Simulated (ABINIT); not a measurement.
# GaN (P6_3mc) in ABINIT: a series of runs

One crystal, GaN, is run at these levels: LDA-PZ, revPBE, PBE, HCTH407; tasks: band structure.

Program: ABINIT 10.8.3 (patched build). These are calculated values, not measurements. Logs are shortened: lines on timing, memory, paths and dates and some standing lists are left out, and cuts for length are marked. The log counts tension as positive stress, the text compression.

**The experiment to reproduce.**

From “Studying electronic properties in GaN without electrical contacts using γ-γ vs e−-γ Perturbed Angular Correlations”, 2019, pmc:6823545, for a bulk crystal of GaN: band gap 3.503 ± 0.005 eV (direct).

How close the calculation comes is told below.

## (1) The structure

The structure is hexagonal, space group P6_3mc (No. 186). Conventional cell: a = 3.180 Å, b = 3.180 Å, c = 5.166 Å, α = 90.00°, β = 90.00°, γ = 120.00°. Ga (site symmetry 3m) is surrounded by 4 N at 1.94 to 1.95 Å. N (site symmetry 3m) is surrounded by 4 Ga at 1.94 to 1.95 Å.

## (2) Band structure, LDA-PZ

File run.abi:

```
ndtset 2

pp_dirpath "./"
pseudos "Ga.LDA_PW-JTH.xml, N.LDA_PW-JTH.xml"

acell 6.0093290763 6.0093290763 9.7623251598
rprim
     1.0000000000     0.0000000000     0.0000000000
    -0.5000000000     0.8660254038     0.0000000000
     0.0000000000     0.0000000000     1.0000000000
ntypat 2
znucl 31 7
natom 4
typat 1 1 2 2
xred
     0.6666666667     0.3333333333     0.5000000000
     0.3333333333     0.6666666667     0.0000000000
     0.6666666667     0.3333333333     0.8750000000
     0.3333333333     0.6666666667     0.3750000000

ecut 25.0
pawecutdg 47.0

ixc 2

occopt 3
tsmear 0.05 eV

nstep 100

iomode 3
prtwf 0
prteig 0
prtebands 0
enunit 2
prtden1 1

kptopt1 1
ngkpt1 10 10 5
nshiftk1 1
shiftk1 0.0 0.0 0.0
nband1 22
tolvrs1 1.0e-9

iscf2 -2
getden2 1
nband2 26
nbdbuf2 2
tolwfr2 1.0e-12
kptopt2 -7
ndivsm2 8
prteig2 1
kptbounds2
     0.0000000000     0.0000000000     0.0000000000
     0.5000000000     0.0000000000     0.0000000000
     0.3333333333     0.3333333333     0.0000000000
     0.0000000000     0.0000000000     0.0000000000
     0.0000000000     0.0000000000     0.5000000000
     0.5000000000     0.0000000000     0.5000000000
     0.3333333333     0.3333333333     0.5000000000
     0.0000000000     0.0000000000     0.5000000000
```

Potentials or basis: JTH PAW LDA v2.0.

Launch:

```bash
abinit run.abi > log 2>&1
```

run.abo:

```text
.Version 10.8.3 of ABINIT
 DATASET    1 : space group P6_3 m c (#186); Bravais hP (primitive hexag.)
================================================================================
 Values of the parameters that define the memory need for DATASET  1.
     intxc =       0    ionmov =       0      iscf =      17    lmnmax =      18
     lnmax =       6     mgfft =      45  mpssoang =       3    mqgrid =    3013
     natom =       4  nloc_mem =       2    nspden =       1   nspinor =       1
    nsppol =       1      nsym =      12    n1xccc =       1    ntypat =       2
    occopt =       3   xclevel =       1
       mpw =        1846          nfft =       40500          nkpt =          42
 PAW method is used; the additional fine FFT grid is defined by:
   mgfftf=        64    nfftf =    102400
================================================================================
================================================================================

 DATASET    2 : space group P6_3 m c (#186); Bravais hP (primitive hexag.)
================================================================================
 Values of the parameters that define the memory need for DATASET  2.
     intxc =       0    ionmov =       0      iscf =      -2    lmnmax =      18
     lnmax =       6     mgfft =      45  mpssoang =       3    mqgrid =    3013
     natom =       4  nloc_mem =       2    nspden =       1   nspinor =       1
    nsppol =       1      nsym =      12    n1xccc =       1    ntypat =       2
    occopt =       3   xclevel =       1
       mpw =        1852          nfft =       40500          nkpt =          91
 PAW method is used; the additional fine FFT grid is defined by:
   mgfftf=        64    nfftf =    102400
================================================================================
================================================================================

--------------------------------------------------------------------------------
------------- Echo of variables that govern the present computation ------------
--------------------------------------------------------------------------------
 -outvars: echo values of preprocessed input variables --------
            acell      6.0093290763E+00  6.0093290763E+00  9.7623251598E+00 Bohr
              amu      6.97230000E+01  1.40067400E+01
             ecut      2.50000000E+01 Hartree
           enunit           2
           getden1          0
           getden2          1
             iscf1         17
             iscf2         -2
                       outvar_i_n : Printing only first  50 k-points.
              ixc           2
           jdtset        1    2
                       outvar_i_n : Printing only first  50 k-points.
           kptopt1          1
           kptopt2         -7
         kptrlatt       10    0    0      0   10    0      0    0    5
          kptrlen1     4.88116258E+01
          kptrlen2     3.00000000E+01
            natom           4
            nband1         22
            nband2         26
           nbdbuf1          0
           nbdbuf2          2
           ndtset           2
           ndivsm1          0
           ndivsm2          8
            ngfft          30      30      45
          ngfftdg          40      40      64
             nkpt1         42
             nkpt2         91
            nstep         100
             nsym          12
           ntypat           2
           occopt           3
        pawecutdg      4.70000000E+01 Hartree
        prtebands           0
           prteig1          0
           prteig2          1
            prtwf           0
            rprim      1.0000000000E+00  0.0000000000E+00  0.0000000000E+00
[... 1218 lines left out ...]
convergence: {deltae:  0.000E+00, res2:  0.000E+00, residm:  9.990E-13, diffor:  0.000E+00, }
etotal    :  -1.78754838E+02
entropy   :   0.00000000E+00
fermie    :   2.50897743E-01
cartesian_stress_tensor: null
pressure_GPa: null
xred      :
- [  6.6667E-01,   3.3333E-01,   5.0000E-01, Ga]
- [  3.3333E-01,   6.6667E-01,   0.0000E+00, Ga]
- [  6.6667E-01,   3.3333E-01,   8.7500E-01,  N]
- [  3.3333E-01,   6.6667E-01,   3.7500E-01,  N]
cartesian_forces: null
force_length_stats: {min: null, max: null, mean: null, }
...

 Integrated electronic density in atomic spheres:
 ------------------------------------------------
 Atom  Sphere_radius  Integrated_density
    1        2.10359         11.21400355
    2        2.10359         11.21400355
    3        1.20497          2.54312372
    4        1.20497          2.54312372

================================================================================

 ----iterations are completed or convergence reached----

 Mean square residual over all n,k,spin=   52.442E-14; max=  99.896E-14
 reduced coordinates (array xred) for    4 atoms
       0.666666666667      0.333333333333      0.500000000000
       0.333333333333      0.666666666667      0.000000000000
       0.666666666667      0.333333333333      0.875000000000
       0.333333333333      0.666666666667      0.375000000000

 cartesian coordinates (angstrom) at end:
    1      1.58999999891869     0.91798692740371     2.58299999824324
    2     -0.00000000000000     1.83597385480742     0.00000000000000
    3      1.58999999891869     0.91798692740371     4.52024999692566
    4     -0.00000000000000     1.83597385480742     1.93724999868243
 length scales=  6.009329076300  6.009329076300  9.762325159800 bohr
              =  3.179999997837  3.179999997837  5.165999996486 angstroms
 Eigenvalues (hartree) for nkpt=  91  k points:
 kpt#   1, nband= 26, wtk=  1.00000, kpt=  0.0000  0.0000  0.0000 (reduced coord)
  -0.37299   -0.33910   -0.28443   -0.28362   -0.28362   -0.28128   -0.28128   -0.27427
  -0.27427   -0.27045   -0.27045   -0.22013   -0.05250    0.17385    0.17385    0.21113
   0.21345    0.21345    0.28573    0.36718    0.54782    0.57070    0.57070    0.60434
   0.63898    0.63898
 kpt#   2, nband= 26, wtk=  1.00000, kpt=  0.0333  0.0000  0.0000 (reduced coord)
  -0.37257   -0.33900   -0.28438   -0.28356   -0.28349   -0.28124   -0.28120   -0.27431
  -0.27428   -0.27052   -0.27044   -0.21982   -0.05191    0.17053    0.17293    0.20880
   0.21086    0.21309    0.28991    0.37004    0.54697    0.56696    0.57183    0.60516
   0.63647    0.63994
 kpt#   3, nband= 26, wtk=  1.00000, kpt=  0.0667  0.0000  0.0000 (reduced coord)
  -0.37132   -0.33870   -0.28423   -0.28338   -0.28313   -0.28111   -0.28095   -0.27442
  -0.27430   -0.27075   -0.27041   -0.21889   -0.05013    0.16114    0.17028    0.19768
   0.20952    0.21199    0.30014    0.37793    0.54374    0.55780    0.57506    0.60712
   0.62997    0.64268
 kpt#   4, nband= 26, wtk=  1.00000, kpt=  0.1000  0.0000  0.0000 (reduced coord)
  -0.36929   -0.33823   -0.28396   -0.28309   -0.28253   -0.28086   -0.28055   -0.27459
[... 423 lines left out ...]
 kpt#  89, nband= 26, wtk=  1.00000, kpt=  0.0392  0.0392  0.5000 (reduced coord)
  -0.35044   -0.35044   -0.28268   -0.28268   -0.28253   -0.28253   -0.27358   -0.27358
  -0.27201   -0.27201   -0.26851   -0.26851    0.07031    0.07031    0.18344    0.18344
   0.19026    0.19026    0.37716    0.37716    0.51373    0.51373    0.58793    0.58793
   0.59504    0.59504
 kpt#  90, nband= 26, wtk=  1.00000, kpt=  0.0196  0.0196  0.5000 (reduced coord)
  -0.35126   -0.35126   -0.28281   -0.28281   -0.28277   -0.28277   -0.27271   -0.27271
  -0.27200   -0.27200   -0.27007   -0.27007    0.07053    0.07053    0.19054    0.19054
   0.19241    0.19241    0.37090    0.37090    0.51893    0.51893    0.58967    0.58967
   0.59150    0.59150
 kpt#  91, nband= 26, wtk=  1.00000, kpt=  0.0000  0.0000  0.5000 (reduced coord)
  -0.35153   -0.35153   -0.28284   -0.28284   -0.28284   -0.28284   -0.27200   -0.27200
  -0.27200   -0.27200   -0.27100   -0.27100    0.07057    0.07057    0.19312    0.19312
   0.19312    0.19312    0.36860    0.36860    0.52080    0.52080    0.59031    0.59031
   0.59031    0.59031
 Eigenvalues (   eV  ) for nkpt=  91  k points:
 kpt#   1, nband= 26, wtk=  1.00000, kpt=  0.0000  0.0000  0.0000 (reduced coord)
 -10.14967   -9.22737   -7.73965   -7.71766   -7.71766   -7.65400   -7.65400   -7.46336
  -7.46336   -7.35927   -7.35927   -5.99000   -1.42862    4.73062    4.73062    5.74511
   5.80825    5.80825    7.77511    9.99156   14.90699   15.52966   15.52966   16.44499
  17.38760   17.38760
 kpt#   2, nband= 26, wtk=  1.00000, kpt=  0.0333  0.0000  0.0000 (reduced coord)
 -10.13814   -9.22455   -7.73845   -7.71596   -7.71425   -7.65289   -7.65173   -7.46434
  -7.46354   -7.36135   -7.35897   -5.98149   -1.41245    4.64028    4.70573    5.68172
   5.73782    5.79839    7.88875   10.06930   14.88383   15.42775   15.56021   16.46727
  17.31933   17.41359
 kpt#   3, nband= 26, wtk=  1.00000, kpt=  0.0667  0.0000  0.0000 (reduced coord)
 -10.10405   -9.21643   -7.73439   -7.71104   -7.70431   -7.64935   -7.64502   -7.46724
  -7.46398   -7.36738   -7.35816   -5.95627   -1.36421    4.38481    4.63346    5.37927
   5.70132    5.76861    8.16724   10.28411   14.79603   15.17862   15.64830   16.52068
  17.14244   17.48826
 kpt#   4, nband= 26, wtk=  1.00000, kpt=  0.1000  0.0000  0.0000 (reduced coord)
 -10.04891   -9.20380   -7.72701   -7.70336   -7.68791   -7.64258   -7.63414   -7.47197
[... 424 lines left out ...]
  -9.53600   -9.53600   -7.69220   -7.69220   -7.68810   -7.68810   -7.44457   -7.44457
  -7.40171   -7.40171   -7.30648   -7.30648    1.91322    1.91322    4.99169    4.99169
   5.17719    5.17719   10.26308   10.26308   13.97944   13.97944   15.99828   15.99828
  16.19174   16.19174
 kpt#  90, nband= 26, wtk=  1.00000, kpt=  0.0196  0.0196  0.5000 (reduced coord)
  -9.55814   -9.55814   -7.69552   -7.69552   -7.69445   -7.69445   -7.42077   -7.42077
  -7.40150   -7.40150   -7.34886   -7.34886    1.91918    1.91918    5.18477    5.18477
   5.23577    5.23577   10.09258   10.09258   14.12071   14.12071   16.04564   16.04564
  16.09544   16.09544
 kpt#  91, nband= 26, wtk=  1.00000, kpt=  0.0000  0.0000  0.5000 (reduced coord)
  -9.56568   -9.56568   -7.69660   -7.69660   -7.69660   -7.69660   -7.40141   -7.40141
  -7.40141   -7.40141   -7.37424   -7.37424    1.92038    1.92038    5.25518    5.25518
   5.25518    5.25518   10.03021   10.03021   14.17158   14.17158   16.06302   16.06302
  16.06302   16.06302

== END DATASET(S) ==============================================================
================================================================================

 -outvars: echo values of variables after computation  --------
            acell      6.0093290763E+00  6.0093290763E+00  9.7623251598E+00 Bohr
           etotal1    -1.7875483802E+02
            fcart1     4.4807751231E-28  4.6565581022E-28 -2.4360856861E-03
                      -2.6884650739E-28  5.1739534469E-29 -2.4360856861E-03
                      -6.2730851723E-28 -5.6913487916E-28  2.4360856861E-03
                       4.4807751231E-28  5.1739534469E-29  2.4360856861E-03
            rprim      1.0000000000E+00  0.0000000000E+00  0.0000000000E+00
                      -5.0000000000E-01  8.6602540380E-01  0.0000000000E+00
                       0.0000000000E+00  0.0000000000E+00  1.0000000000E+00
           strten1     1.7604560155E-04  1.7604560085E-04  1.0347894422E-04
                       0.0000000000E+00  0.0000000000E+00  0.0000000000E+00
           xangst      1.5899999989E+00  9.1798692740E-01  2.5829999982E+00
                      -3.7217767267E-16  1.8359738548E+00  0.0000000000E+00
                       1.5899999989E+00  9.1798692740E-01  4.5202499969E+00
                      -3.7217767267E-16  1.8359738548E+00  1.9372499987E+00
             xred      6.6666666667E-01  3.3333333333E-01  5.0000000000E-01
                       3.3333333333E-01  6.6666666667E-01  0.0000000000E+00
                       6.6666666667E-01  3.3333333333E-01  8.7500000000E-01
                       3.3333333333E-01  6.6666666667E-01  3.7500000000E-01
 Calculation completed.
```

It took 2 min on 1 thread of Arm Neoverse V2, shared host; peak memory 0.15 GiB.

What came out:

```
Free energy                                           : -4864.1669 eV
Largest force                                         : 0.125 eV/Å
Band gap on the k mesh                                : 1.97 eV, direct
Valence electrons inside the program's atomic spheres : Ga 11.21; N 2.54
```

Forces in eV/Å, atoms in the order of the input:
```
Ga   0.000  0.000 -0.125
Ga   0.000  0.000 -0.125
N    0.000  0.000  0.125
N    0.000  0.000  0.125
```

Levels at the corners of the path, in eV from the valence-band top:
```csv
point,band 14,band 15,band 16,band 17,band 18,band 19,band 20,band 21,band 22,band 23
Γ,-1.08,-1.08,-0.06,0.00,0.00,1.97,4.18,9.10,9.72,9.72
M,-5.36,-4.34,-2.82,-2.31,-1.00,4.90,5.52,5.93,8.52,10.22
K,-5.44,-5.41,-3.09,-3.09,-2.76,4.96,7.73,7.73,8.28,9.77
Γ,-1.08,-1.08,-0.06,0.00,0.00,1.97,4.18,9.10,9.72,9.72
A,-3.89,-0.55,-0.55,-0.55,-0.55,4.22,4.22,8.36,8.36,10.25
L,-6.74,-1.99,-1.99,-1.95,-1.95,4.30,4.30,7.67,7.67,9.86
H,-6.30,-4.29,-4.29,-1.53,-1.53,6.36,6.36,7.18,7.18,8.94
A,-3.89,-0.55,-0.55,-0.55,-0.55,4.22,4.22,8.36,8.36,10.25
```

Caveat: the cutoff is too short for stress, so the log's stress isn't used.

## (3) Band structure, revPBE

run.abi: that of step 2 with these lines changed.

```diff
@@ -1,7 +1,10 @@
+# Datasets: ground state, then fixed potential
 ndtset 2
 
+# Pseudopotentials
 pp_dirpath "./"
-pseudos "Ga.LDA_PW-JTH.xml, N.LDA_PW-JTH.xml"
+pseudos "Ga.GGA_PBE-JTH.xml, N.GGA_PBE-JTH.xml"
 
-acell 6.0093290763 6.0093290763 9.7623251598
+# Structure
+acell 3.18 3.18 5.166 Angstrom
 rprim
@@ -20,2 +23,3 @@
 
+# Plane-wave basis
 ecut 25.0
@@ -23,4 +27,6 @@
 
-ixc 2
+# Exchange and correlation
+ixc 14
 
+# Bands and occupations
 occopt 3
@@ -28,4 +34,6 @@
 
+# SCF cycle
 nstep 100
 
+# Output
 iomode 3
@@ -34,5 +42,9 @@
 prtebands 0
-enunit 2
+enunit 1
 prtden1 1
+prtvha1 1
+prtvclmb1 1
+prtpot1 1
 
+# Dataset 1
 kptopt1 1
@@ -44,2 +56,3 @@
 
+# Dataset 2: bands along G-M-K-G-A-L-H-A
 iscf2 -2
```

Potentials or basis: JTH PAW PBE v2.0.

Launch:

```bash
abinit run.abi > log 2>&1
```

Run time: 1.9 min. Hardware: 1 thread of Arm Neoverse V2, shared host; peak memory 0.17 GiB.

Results (log left out):

```yaml
Free_energy: -4847.1253 eV
Largest_force: 0.142 eV/Å
Band_gap_on_the_k_mesh: 1.99 eV, direct
Valence_electrons_inside_the_program's_atomic_spheres: Ga 11.19; N 2.56
```

Forces in eV/Å, atoms in the order of the input:
```
Ga   0.000  0.000 -0.142
Ga   0.000  0.000 -0.142
N    0.000  0.000  0.142
N    0.000  0.000  0.142
```

Levels at the corners of the path, in eV from the valence-band top:
```tsv
point	band 15	band 16	band 17	band 18	band 19	band 20	band 21	band 22
Γ	-1.06	-0.06	0.00	0.00	1.99	4.34	9.32	9.97
M	-4.26	-2.78	-2.25	-0.99	5.13	5.64	6.12	8.72
K	-5.32	-3.03	-3.03	-2.71	5.18	7.91	7.91	8.50
Γ	-1.06	-0.06	0.00	0.00	1.99	4.34	9.32	9.97
A	-0.54	-0.54	-0.54	-0.54	4.32	4.32	8.60	8.60
L	-1.96	-1.96	-1.92	-1.92	4.47	4.47	7.88	7.88
H	-4.21	-4.21	-1.50	-1.50	6.52	6.52	7.39	7.39
A	-0.54	-0.54	-0.54	-0.54	4.32	4.32	8.60	8.60
```

Caveat: the cutoff is too short for stress, so the log's stress isn't used; the PAW data sets were made with another functional, which shifts forces and pressure a little.

## (4) Band structure, PBE

run.abi: that of step 3 with these lines changed.

```diff
@@ -8,7 +8,7 @@
 # Structure
-acell 3.18 3.18 5.166 Angstrom
+acell 3*1.0
 rprim
-     1.0000000000     0.0000000000     0.0000000000
-    -0.5000000000     0.8660254038     0.0000000000
-     0.0000000000     0.0000000000     1.0000000000
+     6.0093290763     0.0000000000     0.0000000000
+    -3.0046645382     5.2042316397     0.0000000000
+     0.0000000000     0.0000000000     9.7623251598
 ntypat 2
@@ -28,3 +28,3 @@
 # Exchange and correlation
-ixc 14
+ixc 11
 
@@ -32,3 +32,3 @@
 occopt 3
-tsmear 0.05 eV
+tsmear 0.00183747
 
@@ -44,5 +44,2 @@
 prtden1 1
-prtvha1 1
-prtvclmb1 1
-prtpot1 1
 
@@ -63,4 +60,5 @@
 kptopt2 -7
-ndivsm2 8
+ndivsm2 5
 prteig2 1
+prtvol2 -3
 kptbounds2
```

Launch:

```bash
abinit run.abi > log 2>&1
```

It took 97 s on 1 thread of Arm Neoverse V2, shared host; peak memory 0.15 GiB.

The run converged. Its results:

```yaml
Free_energy: -4851.1717 eV
Largest_force: 0.138 eV/Å
Band_gap_on_the_k_mesh: 1.96 eV, direct
Valence_electrons_inside_the_program's_atomic_spheres: Ga 11.19; N 2.56
```

Forces in eV/Å, atoms in the order of the input:
```
Ga   0.000  0.000 -0.138
Ga   0.000  0.000 -0.138
N    0.000  0.000  0.138
N    0.000  0.000  0.138
```

Levels at the corners of the path, in eV from the valence-band top:
```
point  band 14  band 15  band 16  band 17  band 18  band 19  band 20  band 21  band 22  band 23
    Γ    -1.06    -1.06    -0.06     0.00     0.00     1.96     4.29     9.25     9.92     9.92
    M    -5.30    -4.28    -2.79    -2.26    -0.99     5.07     5.60     6.07     8.66    10.37
    K    -5.36    -5.34    -3.04    -3.04    -2.72     5.12     7.86     7.86     8.43     9.92
    Γ    -1.06    -1.06    -0.06     0.00     0.00     1.96     4.29     9.25     9.92     9.92
    A    -3.87    -0.55    -0.55    -0.55    -0.55     4.28     4.28     8.54     8.54    10.43
    L    -6.65    -1.96    -1.96    -1.93    -1.93     4.42     4.42     7.83     7.83    10.02
    H    -6.21    -4.23    -4.23    -1.51    -1.51     6.48     6.48     7.32     7.32     9.09
    A    -3.87    -0.55    -0.55    -0.55    -0.55     4.28     4.28     8.54     8.54    10.43
```

Caveat: the cutoff is too short for stress, so the log's stress isn't used.

[end of part 1 of 2]
